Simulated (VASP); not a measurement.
Calculation: PBE GGA, VASP's PBE PAW potentials (set 64) (plane waves; VASP 6.6.1).

VASP ran on this input.

**POSCAR**
```
InN
1
    0.0000000000     2.5372320000     2.5372320000
    2.5372320000     0.0000000000     2.5372320000
    2.5372320000     2.5372320000     0.0000000000
In N
1 1
Direct
  0.0000000000   0.0000000000   0.0000000000
  0.2500000000   0.2500000000   0.2500000000
```

### INCAR
```
ALGO = Normal
EDIFF = 1E-6
ENCUT = 400
GGA = PE
ISIF = 2
ISMEAR = 0
LASPH = .TRUE.
LCHARG = .FALSE.
LMAXMIX = 4
LREAL = .FALSE.
LWAVE = .FALSE.
NELM = 100
PREC = Accurate
SIGMA = 0.05
SYSTEM = InN
```

File KPOINTS:
```
Regular mesh
0
gamma
 2 2 2
0 0 0
```

POTCAR, in this order: In_d N (PBE.64 set). Program: vasp_std.

Output of the run:

File OSZICAR:
```
       N       E                     dE             d eps       ncg     rms          rms(c)
DAV:   1     0.118349657495E+03    0.11835E+03   -0.81474E+03    78   0.153E+03
DAV:   2    -0.188162271653E+01   -0.12023E+03   -0.11344E+03    83   0.319E+02
DAV:   3    -0.120467876944E+02   -0.10165E+02   -0.96301E+01   103   0.101E+02
DAV:   4    -0.122342000941E+02   -0.18741E+00   -0.18737E+00    86   0.155E+01
DAV:   5    -0.122442295858E+02   -0.10029E-01   -0.10029E-01   101   0.299E+00    0.103E+01
DAV:   6    -0.945815854403E+01    0.27861E+01   -0.13831E+01   117   0.544E+01    0.590E+00
DAV:   7    -0.944710644282E+01    0.11052E-01   -0.81262E-01    83   0.945E+00    0.226E+00
DAV:   8    -0.943607279653E+01    0.11034E-01   -0.12105E-01    93   0.345E+00    0.542E-01
DAV:   9    -0.943262154386E+01    0.34513E-02   -0.12745E-02   122   0.206E+00    0.210E-01
DAV:  10    -0.943343082370E+01   -0.80928E-03   -0.25093E-03    78   0.426E-01    0.968E-02
DAV:  11    -0.943342842710E+01    0.23966E-05   -0.13852E-04   104   0.218E-01    0.257E-02
DAV:  12    -0.943342853218E+01   -0.10508E-06   -0.18725E-05    78   0.514E-02    0.722E-03
DAV:  13    -0.943343028924E+01   -0.17571E-05   -0.17882E-06    78   0.102E-02    0.521E-03
DAV:  14    -0.943343056476E+01   -0.27552E-06   -0.28959E-07    49   0.883E-03
   1 F= -.94334306E+01 E0= -.94286099E+01  d E =-.964139E-02
```

OUTCAR:
```
------------------------ aborting loop because EDIFF is reached ----------------------------------------
  FORCE on cell =-STRESS in cart. coord.  units (eV):
  Direction    XX          YY          ZZ          XY          YZ          ZX
  --------------------------------------------------------------------------------------
  Total        0.1129061      0.1129061      0.1129061      0.0000000      0.0000000      0.0000000
  in kB        5.5375466      5.5375466      5.5375466      0.0000000      0.0000000      0.0000000
  external PRESSURE =       5.5375466 kB  Pullay stress =       0.0000000 kB
  volume of cell :       32.67
      direct lattice vectors                 reciprocal lattice vectors
     0.000000000  2.537232000  2.537232000    -0.197065148  0.197065148  0.197065148
     2.537232000  0.000000000  2.537232000     0.197065148 -0.197065148  0.197065148
     2.537232000  2.537232000  0.000000000     0.197065148  0.197065148 -0.197065148
 POSITION                                       TOTAL-FORCE (eV/Angst)
 -----------------------------------------------------------------------------------
      0.00000      0.00000      0.00000         0.000000      0.000000      0.000000
      1.26862      1.26862      1.26862         0.000000     -0.000000     -0.000000
 -----------------------------------------------------------------------------------
    total drift:                                0.000001      0.000001      0.000001
  FREE ENERGIE OF THE ION-ELECTRON SYSTEM (eV)
  ---------------------------------------------------
  free  energy   TOTEN  =        -9.4334305648 eV

  energy  without entropy=       -9.4237891698  energy(sigma->0) =       -9.42860987
```
(Selected blocks of OUTCAR.)

At this cut-off the stress carries a Pulay error, which pulls relaxed volumes low.

The structure comes from a computed database's InN entry; how it stands against other phases isn't given here. The cell was not relaxed at this level. The k-mesh is coarse (spacing up to 1.07 per Å, 2π included), so the numbers may not be converged in it. The run is one of a series of settings (KPOINTS 2×2×2 Γ-centred mesh against the base run), some of them coarse on purpose.
